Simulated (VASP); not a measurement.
# Ag (Fm-3m) in VASP: single point with HSE06

Aim: the single point of Ag with HSE06.

Everything below comes from runs of VASP 6.6.1. Logs are shortened: lines on timing, memory, paths and dates and some standing lists are left out, and cuts for length are marked.

## Step 1: Starting point

It takes space group Fm-3m (No. 225, cubic). The conventional cell has a = 4.052 Å, b = 4.052 Å, c = 4.052 Å, α = 90.00°, β = 90.00°, γ = 90.00°. Around Ag (site symmetry m-3m) lie 12 Ag at 2.87 Å.

## Step 2: Single point, HSE06

POSCAR reads:

```
Ag
1.0
    0.0000000000      2.0261700000      2.0261700000
    2.0261700000      0.0000000000      2.0261700000
    2.0261700000      2.0261700000      0.0000000000
Ag
1
Direct
    0.0000000000      0.0000000000      0.0000000000
```

INCAR.step1 reads:

```
PREC = Accurate
ENCUT = 520
EDIFF = 1E-5
ISMEAR = 0
SIGMA = 0.1
LREAL = False
LASPH = True
NELM = 60
ALGO = Normal
ISIF = 2
LWAVE = True
LCHARG = False
NBANDS = 12
GGA = PE
```

INCAR.step2 reads:

```
PREC = Accurate
ENCUT = 520
EDIFF = 1E-6
ISMEAR = 0
SIGMA = 0.1
LREAL = False
LASPH = True
NELM = 60
ALGO = Normal
ISIF = 2
LWAVE = False
LCHARG = False
GGA = PE
LHFCALC = True
HFSCREEN = 0.2
PRECFOCK = Fast
NBANDS = 12
ISTART = 1
```

KPOINTS reads:

```
Automatic mesh
0
Gamma
  8 8 8
```

Potentials or basis: VASP PAW PBE potentials, release 64 (Ag).

On the command line:

```sh
$ cat potpaw_PBE.64/Ag/POTCAR > POTCAR
$ cp INCAR.step1 INCAR
$ mpirun -np 1 vasp_std > vasp.out
$ cp INCAR.step2 INCAR
$ mpirun -np 1 vasp_std > vasp.out
```

OUTCAR:

```text
PREC = Accurate
   ENCUT = 520
   EDIFF = 1E-6
   ISMEAR = 0
   LREAL = False
   LASPH = True
   NELM = 60
   ISIF = 2
   GGA = PE
   LHFCALC = True
   HFSCREEN = 0.2
   PRECFOCK = Fast
   ISTART = 1

 ion  position               nearest neighbor table
   1  0.000  0.000  0.000-

  LATTYP: Found a face centered cubic cell.
 ALAT       =     4.0523400000

  Lattice vectors:

 A1 = (   0.0000000000,   2.0261700000,   2.0261700000)
 A2 = (   2.0261700000,   0.0000000000,   2.0261700000)
 A3 = (   2.0261700000,   2.0261700000,   0.0000000000)

Analysis of symmetry for initial positions (statically):
=====================================================================
 Subroutine PRICEL returns:
 Original cell was already a primitive cell.

 Routine SETGRP: Setting up the symmetry group for a
 face centered cubic supercell.

 Subroutine GETGRP returns: Found 48 space group operations
 (whereof 48 operations were pure point group operations)
 out of a pool of 48 trial point group operations.

The static configuration has the point symmetry O_h .

Analysis of symmetry for dynamics (positions and initial velocities):
=====================================================================
 Subroutine PRICEL returns:
 Original cell was already a primitive cell.

 Routine SETGRP: Setting up the symmetry group for a
 face centered cubic supercell.

 Subroutine GETGRP returns: Found 48 space group operations
 (whereof 48 operations were pure point group operations)
 out of a pool of 48 trial point group operations.

The dynamic configuration has the point symmetry O_h .

 Subroutine INISYM returns: Found 48 space group operations
 (whereof 48 operations are pure point group operations),
 and found     1 'primitive' translations

----------------------------------------------------------------------------------------

                                     Primitive cell

  volume of cell :      16.6363

  direct lattice vectors                    reciprocal lattice vectors
     0.000000000  2.026170000  2.026170000    -0.246771001  0.246771001  0.246771001
     2.026170000  0.000000000  2.026170000     0.246771001 -0.246771001  0.246771001
     2.026170000  2.026170000  0.000000000     0.246771001  0.246771001 -0.246771001

  length of vectors
     2.865437094  2.865437094  2.865437094     0.427419912  0.427419912  0.427419912

  position of ions in fractional coordinates (direct lattice)
[... 87 lines left out ...]
   PSTRESS=    0.0 pullay stress
   NELECT =      11.0000    total number of electrons
   NUPDOWN=      -1.0000    fix difference up-down
   EMIN   =  10.00;   EMAX   =-10.00  energy-range for DOS
   EFERMI =   0.00;   METHOD = LEGACY
   ISMEAR =     0;   SIGMA  =   0.10  broadening in eV -4-tet -1-fermi 0-gaus
   EFERMI_NEDOS =   21; number of points for ismear=-14 and -15
   IALGO  =     38    algorithm
   IMIX   =      1    mixing-type and parameters
     AMIX     =   0.40;   BMIX     =  1.00
     AMIX_MAG =   1.60;   BMIX_MAG =  1.00
  volume/ion in A,a.u.               =      16.64       112.27
  Fermi-wavevector in a.u.,A,eV,Ry     =   1.426220  2.695165 27.675657  2.034103
  Thomas-Fermi vector in A             =   2.546520
   LORBIT       =      0    0 simple, 1 ext, 2 COOP (PROOUT), +10 PAW based schemes
   GGA     = PE    functional components
   LHFCALC =     T    Hartree Fock is set to
   PRECFOCK=fast      Normal, Fast or Accurate (Low or Medium for compatibility)
   ENCUT4O =  -1.0   cutoff for four orbital integrals eV
   NKREDX  =     1    reduce k-point grid by
   NKREDY  =     1    reduce k-point grid by
   NKREDZ  =     1    reduce k-point grid by
   AEXX    =    0.2500 exact exchange contribution
   HFSCREEN=    0.2000 screening length (either q_TF or 0.3 A-1)
   HFSCREENC=   0.2000 screening length for correlation (either q_TF or 0.3 A-1)
   ENCUTFOCK=  -1.0 apply spherical cutoff to Coloumb kernel
   IVDW    =     0    specifies the selected vdW correction
   LEPSILON=     F    determine dielectric tensor
   LRPA    =     F    only Hartree local field effects (RPA)
 non-spin polarized calculation
 Gauss-broadening in eV      SIGMA  =   0.10
  energy-cutoff  :      520.00
  volume of cell :       16.64
 maximum number of plane-waves:       464
 NGX is ok and might be reduce to    24
  NGX = 14; NGY = 14; NGZ = 14

 number of electron      11.0000001 magnetization

 Free energy of the ion-electron system (eV)
  ---------------------------------------------------
  ext. energy  EPLUGINS =         0.00000000
  ---------------------------------------------------
  free energy    TOTEN  =        -2.79847022 eV

  energy without entropy =       -2.79542009  energy(sigma->0) =       -2.79694515

 E-fermi :   8.2871     XC(G=0): -10.0547

 val. band max:        8.2123366642   @ k =   0.5000   0.2500   0.1250
 cond. band min:       8.8657423576   @ k =   0.5000   0.3750   0.1250
 fundamental gap:      0.6534056934
 Fermi energy:         8.2871354478

 k-point     1 :       0.0000    0.0000    0.0000
  band No.  band energies     occupation
      1      -0.2798      2.00000
      2       2.3736      2.00000
      3       2.3737      2.00000
      4       2.3737      2.00000
      5       3.4962      2.00000
      6       3.4962      2.00000
      7      25.6884      0.00000
      8      29.6069      0.00000
      9      29.6069      0.00000
     10      29.6069      0.00000
     11      34.3292      0.00000
     12      35.9921      0.00000
[... 331 lines left out ...]
 k-point    24 :      -0.3750    0.2500    0.1250
  band No.  band energies     occupation
      1       1.4433      2.00000
      2       1.8793      2.00000
      3       2.9439      2.00000
      4       3.0507      2.00000
      5       4.3700      2.00000
      6      11.1407      0.00000
      7      13.3150      0.00000
      8      22.3228      0.00000
      9      22.3838      0.00000
     10      28.5002      0.00000
     11      33.4784      0.00000
     12      37.5938      0.00000

 [... further k-points ...]
[... 5 lines left out ...]
  --------------------------------------------------------------------------------------
  -------------------------------------------------------------------------------------
  Total        0.7623843      0.7623843      0.7623843     -0.0000000     -0.0000000     -0.0000000
  in kB       73.4221126     73.4221126     73.4221126     -0.0000000     -0.0000000     -0.0000000
  external PRESSURE =      73.4221126 kB  Pullay stress =       0.0000000 kB

 VOLUME and BASIS-vectors are now :
 -----------------------------------------------------------------------------
  energy-cutoff  :      520.00
  volume of cell :       16.64
      direct lattice vectors                 reciprocal lattice vectors
     0.000000000  2.026170000  2.026170000    -0.246771001  0.246771001  0.246771001
     2.026170000  0.000000000  2.026170000     0.246771001 -0.246771001  0.246771001
     2.026170000  2.026170000  0.000000000     0.246771001  0.246771001 -0.246771001

 POSITION                                       TOTAL-FORCE (eV/Angst)
 -----------------------------------------------------------------------------------
      0.00000      0.00000      0.00000         0.000000     -0.000000     -0.000000
 -----------------------------------------------------------------------------------
    total drift:                               -0.000008     -0.000010     -0.000010

  FREE ENERGIE OF THE ION-ELECTRON SYSTEM (eV)
  ---------------------------------------------------
  free  energy   TOTEN  =        -2.7984702188 eV

  energy  without entropy=       -2.7954200907  energy(sigma->0) =       -2.79694515
```

OUTCAR.step1:

```text
PREC = Accurate
   ENCUT = 520
   EDIFF = 1E-5
   ISMEAR = 0
   LREAL = False
   LASPH = True
[... 578 lines left out ...]
 POSITION                                       TOTAL-FORCE (eV/Angst)
 -----------------------------------------------------------------------------------
      0.00000      0.00000      0.00000        -0.000000     -0.000000     -0.000000
 -----------------------------------------------------------------------------------
    total drift:                                0.000000      0.000000      0.000000

  FREE ENERGIE OF THE ION-ELECTRON SYSTEM (eV)
  ---------------------------------------------------
  free  energy   TOTEN  =        -2.6607726356 eV

  energy  without entropy=       -2.6577389402  energy(sigma->0) =       -2.65925579
```

OSZICAR.step1:

```text
N       E                     dE             d eps       ncg     rms          rms(c)
DAV:   1     0.506639242259E+02    0.50664E+02   -0.54902E+03   712   0.823E+02
DAV:   2    -0.214491178658E+01   -0.52809E+02   -0.50020E+02   796   0.195E+02
DAV:   3    -0.291627247475E+01   -0.77136E+00   -0.77104E+00   812   0.244E+01
DAV:   4    -0.291843569672E+01   -0.21632E-02   -0.21632E-02   804   0.136E+00
DAV:   5    -0.291845226757E+01   -0.16571E-04   -0.16571E-04   848   0.106E-01    0.567E+00
DAV:   6    -0.267360329182E+01    0.24485E+00   -0.92656E-01   752   0.865E+00    0.362E+00
DAV:   7    -0.266391737519E+01    0.96859E-02   -0.12758E-02   800   0.105E+00    0.199E+00
DAV:   8    -0.266076669796E+01    0.31507E-02   -0.69115E-04   756   0.192E-01    0.103E-01
DAV:   9    -0.266077263561E+01   -0.59376E-05   -0.82808E-06   732   0.224E-02
   1 F= -.26607726E+01 E0= -.26592558E+01  d E =-.303370E-02
```

Wall time 9.4 min (1 thread of Intel Xeon 6975P-C (Granite Rapids), shared host); peak memory 0.25 GiB.

Results:

```yaml
Free_energy: -2.7985 eV
Pressure: 7.3 GPa
Band_gap_on_the_k_mesh: none (metal or under the smearing width)
```

Caveat: the PAW data sets were made with another functional, which shifts forces and pressure a little.
